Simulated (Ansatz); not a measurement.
# WS₂: pressure against volume per atom

Periodic Kohn-Sham DFT of a crystal at fixed atoms; pressure and stress are positive in compression; the energy is the free energy less that of spherical unpolarised free atoms; site moments are those in the method's own spheres, positive along +z. The results are calculated, by Ansatz 0.2.0.

Cell of the first row (space group R3m, No. 160):
```
cell vectors (Å)
   1.5577     0.8993     6.0800
  -1.5577     0.8993     6.0800
   0.0000    -1.7986     6.0800
atoms (fractions of the cell vectors)
W   0.00000  0.00000  0.00000
S   0.75030  0.75030  0.75030
S   0.58100  0.58100  0.58100
```

Settings of every row: method all-electron PAW; functional PBEsol; relativity scalar; k mesh 15x15x15; filling fermi-dirac; smearing width 0.03 eV; nucleus gaussian.

Atom start moment: 0 on all atoms.

Limits: a layered crystal: even scaling strains the bonds within the layers, so this curve is stiffer than the crystal under pressure; no spin-orbit coupling on heavy atoms.

```
row  volume per atom (Å³)  pressure (GPa)
  1                17.034           6.844
  2                17.566           1.122
  3                17.744               ?
  4                18.099          -3.746
  5                18.809          -9.125
```

Question: what pressure should row 3 give?

Worked fit of pressure. Take u = (V_r/V)^(2/3) − 1 with V_r = 17.832 Å³ an atom, which is twice the finite (Eulerian) strain; such expansions in the strain, on which the Birch-Murnaghan equation of state is built, carry the rest volume and the bulk modulus. The shown rows have u = 0.03099, 0.01007, -0.00986, -0.03494. Least squares give pressure = −1.4055 + 244.853 × u + 686.15 × u² GPa; a straight line predicts inner rows, each left out in turn, worse (root mean square 0.48 against 0.016 GPa). The rows lie off it by 0.003, -0.008, 0.007, -0.002 (root mean square 0.0056 GPa). The pressure vanishes at u = 0.0057, or V = 17.68 Å³ an atom, and there the bulk modulus at fixed shape and fractions is B = −V dP/dV = (2/3)(1 + u) dP/du = 169 GPa. Letting shape and atoms relax would as a rule lower it, by much in layered, chain or molecular crystals. The withheld row has u = 0.0033, so the fit gives −1.4055 + 244.853 × (0.0033) + 686.15 × (0.0033)² = -0.590 GPa.

The calculation gave -0.589 GPa. The fit lies 0.001 GPa (0.0063 % of the column's range) below it, one unit of the last digit.
